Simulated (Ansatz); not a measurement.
**TaC (Fm-3m): zero-pressure volume and bulk modulus with r²SCAN + D3(BJ)-ATM**

Aim: take the cell of TaC (Fm-3m) to zero pressure with r²SCAN + D3(BJ)-ATM, then fit an equation of state.

Program: Ansatz 0.2.0. Level of theory: DFT r²SCAN + D3(BJ)-ATM, scalar-relativistic, plane waves, PAW. These are calculated values, not measurements.

1 further run of the same task is left out (set aside as unsound or not needed). Runs told in other sessions of the task aren't counted.

**1. The starting structure**

It takes space group Fm-3m (No. 225, cubic). The conventional cell has a = 4.454 Å, b = 4.454 Å, c = 4.454 Å, α = 90.00°, β = 90.00°, γ = 90.00°. Ta (site symmetry m-3m) is surrounded by 6 C at 2.23 Å. Around C (site symmetry m-3m) lie 6 Ta at 2.23 Å.

As a file:

```cif
data_structure
_symmetry_space_group_name_H-M 'P 1'
_symmetry_Int_Tables_number 1
_cell_length_a 3.1495
_cell_length_b 3.1495
_cell_length_c 3.1495
_cell_angle_alpha 60.000
_cell_angle_beta 60.000
_cell_angle_gamma 60.000
_cell_volume 22.09
loop_
_atom_site_label
_atom_site_type_symbol
_atom_site_fract_x
_atom_site_fract_y
_atom_site_fract_z
_atom_site_occupancy
Ta1 Ta 0.00000 0.00000 0.00000 1
C1 C 0.50000 0.50000 0.50000 1
```

An earlier run on this cell at PBE gave 4.73 GPa at 11.045 Å³/atom (10×10×10 mesh), metallic. The cell is compressed at this level.

**2. At the given cell**

input.yaml

```yaml
crystal:
  lattice:
    - [0.0, 2.226998583, 2.226998583]
    - [2.226998583, 0.0, 2.226998583]
    - [2.226998583, 2.226998583, 0.0]
  atoms:
    - { symbol: Ta, position: [0.0, 0.0, 0.0] }
    - { symbol: C, position: [0.5, 0.5, 0.5] }
basis:
  ecutwfc: 500
  ecutrho_ratio: 4
kpoints:
  mp_grid: { grid: [10, 10, 10] }
hamiltonian:
  xc: r2scan
  dispersion: d3bjatm
scf:
  occupations: { method: gaussian, width: 0.05 }
output:
  forces: true
  stress: true
  eigenvalues: true
```

On the command line:

```console
$ ansatz run input.yaml --threads 4 --pin off --max-ram 8192MiB --backend cpu --events-out ev --progress --plain --runs-dir out
```

Log, cut to the lines that bear on the results:

```text
Warning: RAYON_NUM_THREADS=4 ignored (pool sized by the plan → 4); use --threads N
[...]
Pseudopotentials: kind: paw
Pseudopotential: Ta, paw, valence charge 13, recommended cutoff 500 eV (meta_gga), Ta.paw.azcp
Pseudopotential: C, paw, valence charge 4, recommended cutoff 500 eV (meta_gga), C.paw.azcp
Functional definition: r2SCAN
[...]
Crystal: 2 atoms, lattice volume = 22.090 Å³
Basis set: ecut = 500 eV, 537 PW (Γ), exchange–correlation on 96×96×96 points (64 copies of the dense FFT grid, shifted against one another)
Bands: 13, of which v1, the nominal top of the filled ones, is band 9 counted from 1 (8 counted from 0)
Symmetry: 48 space group operations
Space group: Fm-3m (ITA 225), of the structure as read, at distance tolerance 2.8e-5 Å
k-points: 47 of 1000
[...]
SCF iter   1: F=—  HF=-10197.669896 eV  |F-HF|=—  |Δ(HF+E_count)|=         —  Δρ=6.85e-3  dr2=4.06e-3  dr2_τ=1.55e-1  ethr=1.77e-3  ⟨swp⟩=5.9  Hψ=3504  notcnv=0
[...]
SCF iter   8: F=-10197.718913 eV  HF=-10197.718913 eV  |F-HF|=1.44e-9  |Δ(HF+E_count)|=   4.66e-8  Δρ=4.75e-6  dr2=5.07e-9  dr2_τ=1.00e-10  ethr=5.88e-10  ⟨swp⟩=7.5  Hψ=2905  notcnv=0
[...]
SCF converged after 8 iterations
Free energy (F): -10197.718913 eV
[...]
E sigma→0 (E₀):  -10197.718697 eV
Entropy (-TS):   -0.000432 eV (-0.216 meV/atom)
Fermi energy:    20.038194 eV
[...]
--- Forces (eV/Å), atoms counted from 1 ---
  atom   1  Ta    -0.00000000    -0.00000000     0.00000000
  atom   2  C      0.00000000    -0.00000000    -0.00000000
[...]
--- Stress (GPa, compression-positive) ---
       -0.113361       0.000000       0.000000
       -0.000000      -0.113361       0.000000
       -0.000000      -0.000000      -0.113361
  P = ⅓ Tr σ = -0.1134 GPa (-1.134 kbar)
--- Band table (eV; the first three rows and the last of 47) ---
  k-point 0: bands = ["-50.6613", "-16.2608", "-16.2608", "-16.2608", "4.3819", "18.7477", "18.7477", "18.7477", "19.4678", "19.4678", "19.4678", "20.7424", "20.7424"]
[...]
```

Run time: 1.1 s. Hardware: 4 threads of Arm Neoverse V1, shared host; peak memory 0.35 GiB.

Read off: volume 11.045 Å³/atom, pressure -0.11 GPa, metallic.

**3. Stepping to 11.001 Å³/atom**

input.yaml: that of step 2 with these lines changed.

```diff
@@ -2,5 +2,5 @@
   lattice:
-    - [0.0, 2.226998583, 2.226998583]
-    - [2.226998583, 0.0, 2.226998583]
-    - [2.226998583, 2.226998583, 0.0]
+    - [0.0, 2.2240252836, 2.2240252836]
+    - [2.2240252836, 0.0, 2.2240252836]
+    - [2.2240252836, 2.2240252836, 0.0]
   atoms:
```

On the command line:

```console
$ ansatz run input.yaml --threads 4 --pin off --max-ram 8192MiB --backend cpu --events-out ev --progress --plain --runs-dir out
```

Log, cut to the lines that bear on the results:

```text
Warning: RAYON_NUM_THREADS=4 ignored (pool sized by the plan → 4); use --threads N
[...]
[... 4 set-up lines as earlier in the session ...]
[...]
Crystal: 2 atoms, lattice volume = 22.001 Å³
Basis set: ecut = 500 eV, 537 PW (Γ), exchange–correlation on 96×96×96 points (64 copies of the dense FFT grid, shifted against one another)
Bands: 13, of which v1, the nominal top of the filled ones, is band 9 counted from 1 (8 counted from 0)
[... 2 set-up lines as earlier in the session ...]
k-points: 47 of 1000
[...]
SCF iter   1: F=—  HF=-10197.669004 eV  |F-HF|=—  |Δ(HF+E_count)|=         —  Δρ=6.85e-3  dr2=3.97e-3  dr2_τ=1.57e-1  ethr=1.77e-3  ⟨swp⟩=5.9  Hψ=3515  notcnv=0
[...]
SCF iter   8: F=-10197.718594 eV  HF=-10197.718594 eV  |F-HF|=4.34e-9  |Δ(HF+E_count)|=   1.48e-7  Δρ=7.51e-6  dr2=1.41e-8  dr2_τ=1.53e-10  ethr=5.88e-10  ⟨swp⟩=5.1  Hψ=2701  notcnv=0
[...]
SCF converged after 8 iterations
Free energy (F): -10197.718594 eV
[...]
E sigma→0 (E₀):  -10197.718378 eV
Entropy (-TS):   -0.000432 eV (-0.216 meV/atom)
Fermi energy:    20.124183 eV
[...]
--- Forces (eV/Å), atoms counted from 1 ---
  atom   1  Ta    -0.00000000     0.00000000     0.00000000
  atom   2  C      0.00000000     0.00000000     0.00000000
[...]
--- Stress (GPa, compression-positive) ---
        1.278126       0.000000       0.000000
        0.000000       1.278126      -0.000000
        0.000000       0.000000       1.278126
  P = ⅓ Tr σ = 1.2781 GPa (12.781 kbar)
--- Band table (eV; the first three rows and the last of 47) ---
  k-point 0: bands = ["-50.5628", "-16.1618", "-16.1618", "-16.1618", "4.4401", "18.8271", "18.8271", "18.8271", "19.5519", "19.5519", "19.5519", "20.8340", "20.8340"]
[...]
```

It took 1.1 s on 4 threads of Arm Neoverse V1, shared host; peak memory 0.35 GiB.

This gives: volume 11.001 Å³/atom, pressure 1.28 GPa, no gap.

**4. Stepping to 11.041 Å³/atom**

input.yaml: that of step 3 with these lines changed.

```diff
@@ -2,5 +2,5 @@
   lattice:
-    - [0.0, 2.2240252836, 2.2240252836]
-    - [2.2240252836, 0.0, 2.2240252836]
-    - [2.2240252836, 2.2240252836, 0.0]
+    - [0.0, 2.2267541888, 2.2267541888]
+    - [2.2267541888, 0.0, 2.2267541888]
+    - [2.2267541888, 2.2267541888, 0.0]
   atoms:
```

On the command line:

```console
$ ansatz run input.yaml --threads 4 --pin off --max-ram 8192MiB --backend cpu --events-out ev --progress --plain --runs-dir out
```

Log, cut to the lines that bear on the results:

```text
Warning: RAYON_NUM_THREADS=4 ignored (pool sized by the plan → 4); use --threads N
[...]
[... 4 set-up lines as earlier in the session ...]
[...]
Crystal: 2 atoms, lattice volume = 22.082 Å³
Basis set: ecut = 500 eV, 537 PW (Γ), exchange–correlation on 96×96×96 points (64 copies of the dense FFT grid, shifted against one another)
Bands: 13, of which v1, the nominal top of the filled ones, is band 9 counted from 1 (8 counted from 0)
[... 2 set-up lines as earlier in the session ...]
k-points: 47 of 1000
[...]
SCF iter   1: F=—  HF=-10197.669857 eV  |F-HF|=—  |Δ(HF+E_count)|=         —  Δρ=6.85e-3  dr2=4.05e-3  dr2_τ=1.55e-1  ethr=1.77e-3  ⟨swp⟩=5.9  Hψ=3503  notcnv=0
[...]
SCF iter   8: F=-10197.718918 eV  HF=-10197.718918 eV  |F-HF|=1.42e-9  |Δ(HF+E_count)|=   4.58e-8  Δρ=4.70e-6  dr2=4.97e-9  dr2_τ=9.89e-11  ethr=5.88e-10  ⟨swp⟩=7.4  Hψ=2903  notcnv=0
[...]
SCF converged after 8 iterations
Free energy (F): -10197.718918 eV
[...]
E sigma→0 (E₀):  -10197.718702 eV
Entropy (-TS):   -0.000432 eV (-0.216 meV/atom)
Fermi energy:    20.045249 eV
[...]
--- Forces (eV/Å), atoms counted from 1 ---
  atom   1  Ta    -0.00000000     0.00000000     0.00000000
  atom   2  C      0.00000000    -0.00000000    -0.00000000
[...]
--- Stress (GPa, compression-positive) ---
       -0.000039       0.000000       0.000000
        0.000000      -0.000039       0.000000
       -0.000000       0.000000      -0.000039
  P = ⅓ Tr σ = -0.0000 GPa (-0.000 kbar)
--- Band table (eV; the first three rows and the last of 47) ---
  k-point 0: bands = ["-50.6532", "-16.2526", "-16.2526", "-16.2526", "4.3866", "18.7542", "18.7542", "18.7542", "19.4747", "19.4747", "19.4747", "20.7500", "20.7500"]
[...]
```

Wall time 1.1 s (4 threads of Arm Neoverse V1, shared host); peak memory 0.35 GiB.

This gives: volume 11.041 Å³/atom, pressure 0.00 GPa, a metal on this mesh.

**5. Volume × 0.98 of the new zero**

input.yaml: that of step 4 with these lines changed.

```diff
@@ -2,5 +2,5 @@
   lattice:
-    - [0.0, 2.2267541888, 2.2267541888]
-    - [2.2267541888, 0.0, 2.2267541888]
-    - [2.2267541888, 2.2267541888, 0.0]
+    - [0.0, 2.2118090795, 2.2118090795]
+    - [2.2118090795, 0.0, 2.2118090795]
+    - [2.2118090795, 2.2118090795, 0.0]
   atoms:
```

On the command line:

```console
$ ansatz run input.yaml --threads 4 --pin off --max-ram 8192MiB --backend cpu --events-out ev --progress --plain --runs-dir out
```

Log, cut to the lines that bear on the results:

```text
Warning: RAYON_NUM_THREADS=4 ignored (pool sized by the plan → 4); use --threads N
[...]
[... 4 set-up lines as earlier in the session ...]
[...]
Crystal: 2 atoms, lattice volume = 21.641 Å³
Basis set: ecut = 500 eV, 537 PW (Γ), exchange–correlation on 96×96×96 points (64 copies of the dense FFT grid, shifted against one another)
Bands: 13, of which v1, the nominal top of the filled ones, is band 9 counted from 1 (8 counted from 0)
[... 2 set-up lines as earlier in the session ...]
k-points: 47 of 1000
[...]
SCF iter   1: F=—  HF=-10197.657228 eV  |F-HF|=—  |Δ(HF+E_count)|=         —  Δρ=6.84e-3  dr2=3.72e-3  dr2_τ=1.64e-1  ethr=1.77e-3  ⟨swp⟩=5.9  Hψ=3522  notcnv=0
[...]
SCF iter   7: F=-10197.709081 eV  HF=-10197.709081 eV  |F-HF|=4.77e-9  |Δ(HF+E_count)|=   1.64e-7  Δρ=9.09e-6  dr2=1.98e-8  dr2_τ=9.26e-10  ethr=2.52e-10  ⟨swp⟩=3.0  Hψ=2289  notcnv=0
[...]
SCF converged after 7 iterations
Free energy (F): -10197.709081 eV
[...]
E sigma→0 (E₀):  -10197.708865 eV
Entropy (-TS):   -0.000431 eV (-0.216 meV/atom)
Fermi energy:    20.481217 eV
[...]
--- Forces (eV/Å), atoms counted from 1 ---
  atom   1  Ta    -0.00000000     0.00000000    -0.00000000
  atom   2  C      0.00000000    -0.00000000     0.00000000
[...]
--- Stress (GPa, compression-positive) ---
        7.263665       0.000000       0.000000
       -0.000000       7.263665      -0.000000
       -0.000000       0.000000       7.263665
  P = ⅓ Tr σ = 7.2637 GPa (72.637 kbar)
--- Band table (eV; the first three rows and the last of 47) ---
  k-point 0: bands = ["-50.1544", "-15.7507", "-15.7507", "-15.7507", "4.6833", "19.1564", "19.1564", "19.1564", "19.9015", "19.9015", "19.9015", "21.2141", "21.2141"]
[...]
```

Wall time 1.1 s (4 threads of Arm Neoverse V1, shared host); peak memory 0.35 GiB.

In short: volume 10.820 Å³/atom, pressure 7.26 GPa, a metal on this mesh.

**6. Volume × 1.02 of the new zero**

input.yaml: that of step 5 with these lines changed.

```diff
@@ -2,5 +2,5 @@
   lattice:
-    - [0.0, 2.2118090795, 2.2118090795]
-    - [2.2118090795, 0.0, 2.2118090795]
-    - [2.2118090795, 2.2118090795, 0.0]
+    - [0.0, 2.2415013351, 2.2415013351]
+    - [2.2415013351, 0.0, 2.2415013351]
+    - [2.2415013351, 2.2415013351, 0.0]
   atoms:
```

On the command line:

```console
$ ansatz run input.yaml --threads 4 --pin off --max-ram 8192MiB --backend cpu --events-out ev --progress --plain --runs-dir out
```

Log, cut to the lines that bear on the results:

```text
Warning: RAYON_NUM_THREADS=4 ignored (pool sized by the plan → 4); use --threads N
[...]
[... 4 set-up lines as earlier in the session ...]
[...]
Crystal: 2 atoms, lattice volume = 22.524 Å³
Basis set: ecut = 500 eV, 537 PW (Γ), exchange–correlation on 96×96×96 points (64 copies of the dense FFT grid, shifted against one another)
Bands: 13, of which v1, the nominal top of the filled ones, is band 9 counted from 1 (8 counted from 0)
[... 2 set-up lines as earlier in the session ...]
k-points: 47 of 1000
[...]
SCF iter   1: F=—  HF=-10197.663198 eV  |F-HF|=—  |Δ(HF+E_count)|=         —  Δρ=6.88e-3  dr2=4.50e-3  dr2_τ=1.47e-1  ethr=1.77e-3  ⟨swp⟩=5.9  Hψ=3474  notcnv=0
[...]
SCF iter   7: F=-10197.709732 eV  HF=-10197.709732 eV  |F-HF|=1.50e-8  |Δ(HF+E_count)|=   4.53e-9  Δρ=1.29e-5  dr2=4.14e-8  dr2_τ=1.25e-9  ethr=5.88e-10  ⟨swp⟩=5.8  Hψ=2857  notcnv=0
[...]
SCF converged after 7 iterations
Free energy (F): -10197.709732 eV
[...]
E sigma→0 (E₀):  -10197.709515 eV
Entropy (-TS):   -0.000434 eV (-0.217 meV/atom)
Fermi energy:    19.623807 eV
[...]
--- Forces (eV/Å), atoms counted from 1 ---
  atom   1  Ta    -0.00000000     0.00000000    -0.00000000
  atom   2  C      0.00000000    -0.00000000    -0.00000000
[...]
--- Stress (GPa, compression-positive) ---
       -6.551250       0.000000       0.000000
        0.000000      -6.551250       0.000000
        0.000000      -0.000000      -6.551250
  P = ⅓ Tr σ = -6.5512 GPa (-65.512 kbar)
--- Band table (eV; the first three rows and the last of 47) ---
  k-point 0: bands = ["-51.1357", "-16.7376", "-16.7376", "-16.7376", "4.1030", "18.3653", "18.3653", "18.3653", "19.0634", "19.0634", "19.0634", "20.3017", "20.3017"]
[...]
```

Wall time 1.1 s (4 threads of Arm Neoverse V1, shared host); peak memory 0.35 GiB.

In short: volume 11.262 Å³/atom, pressure -6.55 GPa, a metal on this mesh.

**7. Volume × 0.96 of the new zero**

input.yaml: that of step 6 with these lines changed.

```diff
@@ -2,5 +2,5 @@
   lattice:
-    - [0.0, 2.2415013351, 2.2415013351]
-    - [2.2415013351, 0.0, 2.2415013351]
-    - [2.2415013351, 2.2415013351, 0.0]
+    - [0.0, 2.1966592268, 2.1966592268]
+    - [2.1966592268, 0.0, 2.1966592268]
+    - [2.1966592268, 2.1966592268, 0.0]
   atoms:
```

On the command line:

```console
$ ansatz run input.yaml --threads 4 --pin off --max-ram 8192MiB --backend cpu --events-out ev --progress --plain --runs-dir out
```

Log, cut to the lines that bear on the results:

```text
Warning: RAYON_NUM_THREADS=4 ignored (pool sized by the plan → 4); use --threads N
[...]
[... 4 set-up lines as earlier in the session ...]
[...]
Crystal: 2 atoms, lattice volume = 21.199 Å³
Basis set: ecut = 500 eV, 537 PW (Γ), exchange–correlation on 96×96×96 points (64 copies of the dense FFT grid, shifted against one another)
Bands: 13, of which v1, the nominal top of the filled ones, is band 9 counted from 1 (8 counted from 0)
[... 2 set-up lines as earlier in the session ...]
k-points: 47 of 1000
[...]
SCF iter   1: F=—  HF=-10197.623372 eV  |F-HF|=—  |Δ(HF+E_count)|=         —  Δρ=6.85e-3  dr2=3.49e-3  dr2_τ=1.74e-1  ethr=1.77e-3  ⟨swp⟩=5.9  Hψ=3508  notcnv=0
[...]
SCF iter   7: F=-10197.678151 eV  HF=-10197.678151 eV  |F-HF|=3.24e-9  |Δ(HF+E_count)|=   2.34e-9  Δρ=7.27e-6  dr2=1.07e-8  dr2_τ=7.67e-10  ethr=1.20e-10  ⟨swp⟩=2.2  Hψ=2161  notcnv=0
[...]
SCF converged after 7 iterations
Free energy (F): -10197.678151 eV
[...]
E sigma→0 (E₀):  -10197.677936 eV
Entropy (-TS):   -0.000431 eV (-0.215 meV/atom)
Fermi energy:    20.932491 eV
[...]
--- Forces (eV/Å), atoms counted from 1 ---
  atom   1  Ta    -0.00000000     0.00000000    -0.00000000
  atom   2  C      0.00000000    -0.00000000     0.00000000
[...]
--- Stress (GPa, compression-positive) ---
       15.317845       0.000000       0.000000
       -0.000000      15.317845      -0.000000
        0.000000      -0.000000      15.317845
  P = ⅓ Tr σ = 15.3178 GPa (153.178 kbar)
--- Band table (eV; the first three rows and the last of 47) ---
  k-point 0: bands = ["-49.6386", "-15.2308", "-15.2308", "-15.2308", "4.9940", "19.5724", "19.5724", "19.5724", "20.3448", "20.3448", "20.3448", "21.6950", "21.6950"]
[...]
```

It took 1.1 s on 4 threads of Arm Neoverse V1, shared host; peak memory 0.35 GiB.

In short: volume 10.600 Å³/atom, pressure 15.32 GPa, metallic.

**8. Volume × 1.04 of the new zero**

input.yaml: that of step 7 with these lines changed.

```diff
@@ -2,5 +2,5 @@
   lattice:
-    - [0.0, 2.1966592268, 2.1966592268]
-    - [2.1966592268, 0.0, 2.1966592268]
-    - [2.1966592268, 2.1966592268, 0.0]
+    - [0.0, 2.2560569464, 2.2560569464]
+    - [2.2560569464, 0.0, 2.2560569464]
+    - [2.2560569464, 2.2560569464, 0.0]
   atoms:
```

On the command line:

```console
$ ansatz run input.yaml --threads 4 --pin off --max-ram 8192MiB --backend cpu --events-out ev --progress --plain --runs-dir out
```

Log, cut to the lines that bear on the results:

```text
Warning: RAYON_NUM_THREADS=4 ignored (pool sized by the plan → 4); use --threads N
[...]
[... 4 set-up lines as earlier in the session ...]
[...]
Crystal: 2 atoms, lattice volume = 22.966 Å³
Basis set: ecut = 500 eV, 561 PW (Γ), exchange–correlation on 96×96×96 points (64 copies of the dense FFT grid, shifted against one another)
Bands: 13, of which v1, the nominal top of the filled ones, is band 9 counted from 1 (8 counted from 0)
[... 2 set-up lines as earlier in the session ...]
k-points: 47 of 1000
[...]
SCF iter   1: F=—  HF=-10197.639220 eV  |F-HF|=—  |Δ(HF+E_count)|=         —  Δρ=6.93e-3  dr2=5.10e-3  dr2_τ=1.39e-1  ethr=1.77e-3  ⟨swp⟩=5.9  Hψ=3494  notcnv=0
[...]
SCF iter   6: F=-10197.683388 eV  HF=-10197.683387 eV  |F-HF|=1.14e-8  |Δ(HF+E_count)|=   3.91e-7  Δρ=1.79e-5  dr2=4.87e-8  dr2_τ=2.92e-9  ethr=5.88e-10  ⟨swp⟩=5.6  Hψ=2735  notcnv=0
[...]
SCF converged after 6 iterations
Free energy (F): -10197.683388 eV
[...]
E sigma→0 (E₀):  -10197.683170 eV
Entropy (-TS):   -0.000435 eV (-0.218 meV/atom)
Fermi energy:    19.216245 eV
[...]
--- Forces (eV/Å), atoms counted from 1 ---
  atom   1  Ta    -0.00000000     0.00000000     0.00000000
  atom   2  C      0.00000000    -0.00000000     0.00000000
[...]
--- Stress (GPa, compression-positive) ---
      -12.459697       0.000000       0.000000
       -0.000000     -12.459697      -0.000000
       -0.000000      -0.000000     -12.459697
  P = ⅓ Tr σ = -12.4597 GPa (-124.597 kbar)
--- Band table (eV; the first three rows and the last of 47) ---
  k-point 0: bands = ["-51.6026", "-17.2062", "-17.2062", "-17.2062", "3.8311", "17.9890", "17.9890", "17.9890", "18.6663", "18.6663", "18.6663", "19.8685", "19.8685"]
[...]
```

Wall time 1 s (4 threads of Arm Neoverse V1, shared host); peak memory 0.35 GiB.

Read off: volume 11.483 Å³/atom, pressure -12.46 GPa, a metal on this mesh.

**9. Energy and pressure against volume**

Energies have the smearing extrapolated to zero and count from the lowest point.

```csv
volume (Å³/atom),energy (meV/atom),pressure (GPa)
10.600,20.38,15.32
10.820,4.92,7.26
11.041,0.00,0.00
11.262,4.59,-6.55
11.483,17.77,-12.46
```

volume (Å³/atom), energy (meV/atom) and a bar:
```
    10.60       20.4 ##############################
    10.82        4.9 #######
    11.04        0.0 
    11.26        4.6 #######
    11.48       17.8 ##########################
```

**10. What came out**

| quantity | value |
| --- | --- |
| V0 | 11.041 Å³/atom |
| B0 | 345 GPa |
| gap on the mesh | none (metal) |
| dispersion energy | -172 meV/atom |
| time in all | 7.5 s |

r²SCAN + D3(BJ)-ATM puts the minimum at 11.04 Å³/atom, 0 % from the cell given, which stood at 4.7 GPa under PBE, with a bulk modulus of 345 GPa. Spin–orbit coupling is left out, though the cell holds Ta; in elements this heavy it can shift levels and gaps by tenths of an eV.
